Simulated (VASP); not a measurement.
# MoS2 (P6_3/mmc) in VASP: single point with PBE

Aim: the single point of MoS2 with PBE.

Everything below comes from runs of VASP 6.6.1. Logs are shortened: lines on timing, memory, paths and dates and some standing lists are left out, and cuts for length are marked.

**What was measured.**

“Multiwavelength excitation Raman Scattering Analysis of bulk and 2 dimensional MoS2: Vibrational properties of atomically thin MoS2 layers”, 2015, arxiv:1506.03228 reports, for a bulk crystal of MoS2 at 300 K: band gap 1.3 eV (indirect).

The runs below are set against these values where they give the same quantity.

## 1. The structure

It takes space group P6_3/mmc (No. 194, hexagonal). The conventional cell has a = 3.169 Å, b = 3.169 Å, c = 12.324 Å, α = 90.00°, β = 90.00°, γ = 120.00°. Mo (site symmetry -6m2) is surrounded by 6 S at 2.41 Å. S (site symmetry 3m) is surrounded by 3 Mo at 2.41 Å.

## 2. Single point, PBE

Contents of INCAR:

```
SYSTEM = MoS2
PREC = Accurate
ENCUT = 520
EDIFF = 1E-6
ISMEAR = -1
SIGMA = 0.1
LREAL = .FALSE.
LASPH = .TRUE.
NELM = 100
ALGO = Normal
ISIF = 2
LWAVE = .FALSE.
LCHARG = .FALSE.
GGA = PE
NBANDS = 35
```

Contents of KPOINTS:

```
Automatic mesh
0
G
  8 8 2
  0 0 0
```

Contents of POSCAR:

```
MoS2
1.0
    3.1690000000      0.0000000000      0.0000000000
   -1.5845000000      2.7444300000      0.0000000000
    0.0000000000      0.0000000000     12.3240000000
Mo S
2 4
Direct
    0.3333333333      0.6666666667      0.2500000000
    0.6666666667      0.3333333333      0.7500000000
    0.3333333333      0.6666666667      0.6230000000
    0.6666666667      0.3333333333      0.1230000000
    0.3333333333      0.6666666667      0.8770000000
    0.6666666667      0.3333333333      0.3770000000
```

Potentials or basis: VASP PAW PBE potentials, release 64 (Mo_sv, S).

The run is started by

```sh
$ cat potpaw_PBE.64/Mo_sv/POTCAR potpaw_PBE.64/S/POTCAR > POTCAR
$ mpirun -np 1 vasp_std > vasp.out
```

OUTCAR:

```text
SYSTEM = MoS2
   PREC = Accurate
   ENCUT = 520
   EDIFF = 1E-6
   ISMEAR = -1
   LREAL = .FALSE.
   LASPH = .TRUE.
   NELM = 100
   ISIF = 2
   GGA = PE

 ion  position               nearest neighbor table
   1  0.333  0.667  0.250-   4 2.41   6 2.41   4 2.41   6 2.41   4 2.41   6 2.41
   2  0.667  0.333  0.750-   3 2.41   5 2.41   3 2.41   5 2.41   3 2.41   5 2.41
   3  0.333  0.667  0.623-   2 2.41   2 2.41   2 2.41
   4  0.667  0.333  0.123-   1 2.41   1 2.41   1 2.41
   5  0.333  0.667  0.877-   2 2.41   2 2.41   2 2.41
   6  0.667  0.333  0.377-   1 2.41   1 2.41   1 2.41

  LATTYP: Found a hexagonal cell.
 ALAT       =     3.1690000000
 C/A-ratio  =     3.8889239508

  Lattice vectors:

 A1 = (   3.1690000000,   0.0000000000,   0.0000000000)
 A2 = (  -1.5845000000,   2.7444300000,   0.0000000000)
 A3 = (   0.0000000000,   0.0000000000,  12.3240000000)

Analysis of symmetry for initial positions (statically):
=====================================================================
 Subroutine PRICEL returns:
 Original cell was already a primitive cell.

 Routine SETGRP: Setting up the symmetry group for a
 hexagonal supercell.

 Subroutine GETGRP returns: Found 24 space group operations
 (whereof 12 operations were pure point group operations)
 out of a pool of 24 trial point group operations.

The static configuration has the point symmetry D_3d.
 The point group associated with its full space group is D_6h.

Analysis of symmetry for dynamics (positions and initial velocities):
=====================================================================
 Subroutine PRICEL returns:
 Original cell was already a primitive cell.

 Routine SETGRP: Setting up the symmetry group for a
 hexagonal supercell.

 Subroutine GETGRP returns: Found 24 space group operations
 (whereof 12 operations were pure point group operations)
 out of a pool of 24 trial point group operations.

The dynamic configuration has the point symmetry D_3d.
 The point group associated with its full space group is D_6h.

 Subroutine INISYM returns: Found 24 space group operations
 (whereof 12 operations are pure point group operations),
 and found     1 'primitive' translations

----------------------------------------------------------------------------------------

                                     Primitive cell

  volume of cell :     107.1830

  direct lattice vectors                    reciprocal lattice vectors
     3.169000000  0.000000000  0.000000000     0.315556958  0.182187194  0.000000000
    -1.584500000  2.744430000  0.000000000     0.000000000  0.364374387  0.000000000
     0.000000000  0.000000000 12.324000000     0.000000000  0.000000000  0.081142486

  length of vectors
     3.169000000  3.168996099 12.324000000     0.364373939  0.364374387  0.081142486

  position of ions in fractional coordinates (direct lattice)
     0.333333333  0.666666667  0.250000000
     0.666666667  0.333333333  0.750000000
     0.333333333  0.666666667  0.623000000
     0.666666667  0.333333333  0.123000000
     0.333333333  0.666666667  0.877000000
     0.666666667  0.333333333  0.377000000

  ion indices of the primitive-cell ions
   primitive index   ion index
                 1           1
                 2           2
                 3           3
                 4           4
                 5           5
                 6           6

----------------------------------------------------------------------------------------

 KPOINTS: Automatic mesh

Automatic generation of k-mesh.
 Grid dimensions read from file:
 generate k-points for:    8    8    2

 Generating k-lattice:

  Cartesian coordinates                     Fractional coordinates (reciprocal lattice)
     0.039444620  0.022773399  0.000000000     0.125000000  0.000000000  0.000000000
     0.000000000  0.045546798  0.000000000     0.000000000  0.125000000  0.000000000
     0.000000000  0.000000000  0.040571243     0.000000000  0.000000000  0.500000000

  Length of vectors
     0.045546742  0.045546798  0.040571243

  Shift w.r.t. Gamma in fractional coordinates (k-lattice)
     0.000000000  0.000000000  0.000000000

 Subroutine IBZKPT returns following result:
 ===========================================

 Found     20 irreducible k-points:

 Following reciprocal coordinates:
            Coordinates               Weight
  0.000000  0.000000  0.000000      1.000000
  0.125000  0.000000  0.000000      6.000000
  0.250000  0.000000  0.000000      6.000000
  0.375000  0.000000  0.000000      6.000000
  0.500000  0.000000  0.000000      3.000000
  0.125000  0.125000  0.000000      6.000000
[... 12 lines left out ...]
  0.250000  0.250000  0.500000      6.000000
  0.375000  0.250000  0.500000      6.000000
   k-points           NKPTS =     20   k-points in BZ     NKDIM =     20   number of bands    NBANDS=     35
   number of dos      NEDOS =    301   number of ions     NIONS =      6
   total plane-waves  NPLWV =  55296
   dimension x,y,z NGX =    24 NGY =   24 NGZ =   96
   dimension x,y,z NGXF=    48 NGYF=   48 NGZF=  192
   ions per type =               2   4
   NGX,Y,Z   is equivalent  to a cutoff of  12.59, 12.59, 12.95 a.u.
   NGXF,Y,Z  is equivalent  to a cutoff of  25.18, 25.18, 25.90 a.u.
 SYSTEM =  MoS2
   PREC   = accura    normal or accurate (medium, high low for compatibility)
   ISTART =      0    job   : 0-new  1-cont  2-samecut
   ICHARG =      2    charge: 1-file 2-atom 10-const
   ISPIN  =      1    spin polarized calculation?
   LNONCOLLINEAR =      F non collinear calculations
   LSORBIT =      F    spin-orbit coupling
   LASPH  =      T    aspherical Exc in radial PAW
   ENCUT  =  520.0 eV  38.22 Ry    6.18 a.u.   5.89  5.89 22.91*2*pi/ulx,y,z
   NELM   =    100;   NELMIN=  2; NELMDL= -5     # of ELM steps
   EDIFF  = 0.1E-05   stopping-criterion for ELM
   LREAL  =      F    real-space projection
   EDIFFG = 0.1E-04   stopping-criterion for IOM
   NSW    =      0    number of steps for IOM
   IBRION =     -1    ionic relax: 0-MD 1-quasi-New 2-CG
   NFREE  =      0    steps in history (QN), initial steepest desc. (CG)
   ISIF   =      2    stress and relaxation
   ISYM   =      2    0-nonsym 1-usesym 2-fastsym
   POTIM  = 0.5000    time-step for ionic-motion
   TEBEG  =    0.0;   TEEND  =   0.0 temperature during run
   PSTRESS=    0.0 pullay stress
   NELECT =      52.0000    total number of electrons
   NUPDOWN=      -1.0000    fix difference up-down
   EMIN   =  10.00;   EMAX   =-10.00  energy-range for DOS
   EFERMI =   0.00;   METHOD = LEGACY
   ISMEAR =    -1;   SIGMA  =   0.10  broadening in eV -4-tet -1-fermi 0-gaus
   EFERMI_NEDOS =   21; number of points for ismear=-14 and -15
   IALGO  =     38    algorithm
   IMIX   =      4    mixing-type and parameters
     AMIX     =   0.40;   BMIX     =  1.00
     AMIX_MAG =   1.60;   BMIX_MAG =  1.00
  volume/ion in A,a.u.               =      17.86       120.55
  Fermi-wavevector in a.u.,A,eV,Ry     =   1.286374  2.430894 22.514350  1.654758
  Thomas-Fermi vector in A             =   2.418452
   LORBIT       =      0    0 simple, 1 ext, 2 COOP (PROOUT), +10 PAW based schemes
   GGA     = PE    functional components
   LHFCALC =     F    Hartree Fock is set to
   AEXX    =    0.0000 exact exchange contribution
   IVDW    =     0    specifies the selected vdW correction
   LEPSILON=     F    determine dielectric tensor
   LRPA    =     F    only Hartree local field effects (RPA)
 non-spin polarized calculation
  energy-cutoff  :      520.00
  volume of cell :      107.18
 maximum number of plane-waves:      2914
 NGX is ok and might be reduce to    24
   NGX = 11   NGY = 11   NGZ = 45

 number of electron      51.9999998 magnetization

 Free energy of the ion-electron system (eV)
  ---------------------------------------------------
  ext. energy  EPLUGINS =         0.00000000
  ---------------------------------------------------
  free energy    TOTEN  =       -43.61370468 eV

  energy without entropy =      -43.61300749  energy(sigma->0) =      -43.61335609

 E-fermi :   7.8473     XC(G=0): -10.8174

 val. band max:        7.4843389649   @ k =   0.0000   0.0000   0.0000
 cond. band min:       8.4783675471   @ k =   0.2500   0.1250   0.0000
 fundamental gap:      0.9940285822
 Fermi energy:         7.8472864522

 k-point     1 :       0.0000    0.0000    0.0000
  band No.  band energies     occupation
      1     -54.0201      2.00000
      2     -54.0201      2.00000
      3     -28.1692      2.00000
      4     -28.1691      2.00000
      5     -27.9499      2.00000
      6     -27.9499      2.00000
[... 27 lines left out ...]
     34       9.9297      0.00000
     35      13.0542      0.00000

 k-point     2 :       0.1250    0.0000    0.0000
  band No.  band energies     occupation
      1     -54.0143      2.00000
      2     -54.0143      2.00000
      3     -28.1578      2.00000
      4     -28.1577      2.00000
      5     -28.0080      2.00000
      6     -28.0080      2.00000
[... 27 lines left out ...]
     34      10.0291      0.00000
     35      14.0458      0.00000

 k-point     3 :       0.2500    0.0000    0.0000
  band No.  band energies     occupation
      1     -54.0003      2.00000
      2     -54.0003      2.00000
      3     -28.1462      2.00000
      4     -28.1462      2.00000
      5     -28.1302      2.00000
      6     -28.1301      2.00000
[... 27 lines left out ...]
     34      10.7404      0.00000
     35      14.9132      0.00000

 k-point     4 :       0.3750    0.0000    0.0000
  band No.  band energies     occupation
      1     -53.9863      2.00000
      2     -53.9863      2.00000
      3     -28.2814      2.00000
      4     -28.2814      2.00000
      5     -28.1024      2.00000
      6     -28.1024      2.00000
[... 27 lines left out ...]
     34      11.2122      0.00000
     35      13.6017      0.00000

 k-point     5 :       0.5000    0.0000    0.0000
  band No.  band energies     occupation
      1     -53.9805      2.00000
      2     -53.9805      2.00000
      3     -28.3367      2.00000
      4     -28.3366      2.00000
      5     -28.0909      2.00000
      6     -28.0909      2.00000
[... 486 lines left out ...]
 k-point    18 :       0.3750    0.1250    0.5000
  band No.  band energies     occupation
      1     -53.9805      2.00000
      2     -53.9805      2.00000
      3     -28.3068      2.00000
      4     -28.3068      2.00000
      5     -28.0909      2.00000
      6     -28.0909      2.00000
[... 27 lines left out ...]
     34      11.1386      0.00000
     35      13.7258      0.00000

 k-point    19 :       0.2500    0.2500    0.5000
  band No.  band energies     occupation
      1     -53.9805      2.00000
      2     -53.9805      2.00000
      3     -28.2656      2.00000
      4     -28.2656      2.00000
      5     -28.1133      2.00000
      6     -28.1133      2.00000
[... 27 lines left out ...]
     34      11.4747      0.00000
     35      14.4630      0.00000

 k-point    20 :       0.3750    0.2500    0.5000
  band No.  band energies     occupation
      1     -53.9764      2.00000
      2     -53.9764      2.00000
      3     -28.2701      2.00000
      4     -28.2701      2.00000
      5     -28.1579      2.00000
      6     -28.1579      2.00000
[... 27 lines left out ...]
     34      11.5824      0.00000
     35      13.9969      0.00000

------------------------ aborting loop because EDIFF is reached ----------------------------------------

  FORCE on cell =-STRESS in cart. coord.  units (eV):
  Direction    XX          YY          ZZ          XY          YZ          ZX
  --------------------------------------------------------------------------------------
  -------------------------------------------------------------------------------------
  Total        1.1607558      1.1607520      1.3973288      0.0000000     -0.0000000      0.0000000
  in kB       17.3510345     17.3509775     20.8873379      0.0000000     -0.0000000      0.0000000
  external PRESSURE =      18.5297833 kB  Pullay stress =       0.0000000 kB

 VOLUME and BASIS-vectors are now :
 -----------------------------------------------------------------------------
  energy-cutoff  :      520.00
  volume of cell :      107.18
      direct lattice vectors                 reciprocal lattice vectors
     3.169000000  0.000000000  0.000000000     0.315556958  0.182187194  0.000000000
    -1.584500000  2.744430000  0.000000000     0.000000000  0.364374387  0.000000000
     0.000000000  0.000000000 12.324000000     0.000000000  0.000000000  0.081142486

 POSITION                                       TOTAL-FORCE (eV/Angst)
 -----------------------------------------------------------------------------------
     -0.00000      1.82962      3.08100        -0.000000      0.000000      0.000000
      1.58450      0.91481      9.24300         0.000000     -0.000000      0.000000
     -0.00000      1.82962      7.67785        -0.000000     -0.000000      0.077569
      1.58450      0.91481      1.51585        -0.000000      0.000000      0.077569
     -0.00000      1.82962     10.80815         0.000000     -0.000000     -0.077569
      1.58450      0.91481      4.64615        -0.000000      0.000000     -0.077569
 -----------------------------------------------------------------------------------
    total drift:                               -0.000000      0.000000     -0.000000

  FREE ENERGIE OF THE ION-ELECTRON SYSTEM (eV)
  ---------------------------------------------------
  free  energy   TOTEN  =       -43.6137046800 eV

  energy  without entropy=      -43.6130074916  energy(sigma->0) =      -43.61335609
```

Wall time 57 s (1 thread of AMD EPYC 9R45 (Zen 5), shared host); peak memory 0.21 GiB.

What came out:

```yaml
Free_energy: -43.6137 eV
Pressure: 1.9 GPa
Largest_force: 0.078 eV/Å
Band_gap_on_the_k_mesh: 0.99 eV, indirect (least direct gap 1.94 eV)
```

Forces on the atoms (eV/Å):
```
Mo   0.000  0.000  0.000
Mo   0.000  0.000  0.000
S    0.000  0.000  0.078
S    0.000  0.000  0.078
S    0.000  0.000 -0.078
S    0.000  0.000 -0.078
```

Caveat: this functional lacks dispersion, which binds the layers, so the pressure and a relaxed spacing across them are unreliable.

## 3. Comparison with measurements

Step 2. Measured gap of MoS2: 1.3 eV (indirect; 300 K; “Multiwavelength excitation Raman Scattering Analysis of bulk and 2 dimensional MoS2: Vibrational properties of atomically thin MoS2 layers”, 2015, arxiv:1506.03228). This calculation gives 0.99 eV (-0.31 eV). Spin-orbit coupling on Mo is left out. The value is that of PBE on a finite k mesh, which can miss the band edges, without temperature or zero-point motion. Semilocal functionals fall short of measured gaps as a rule.
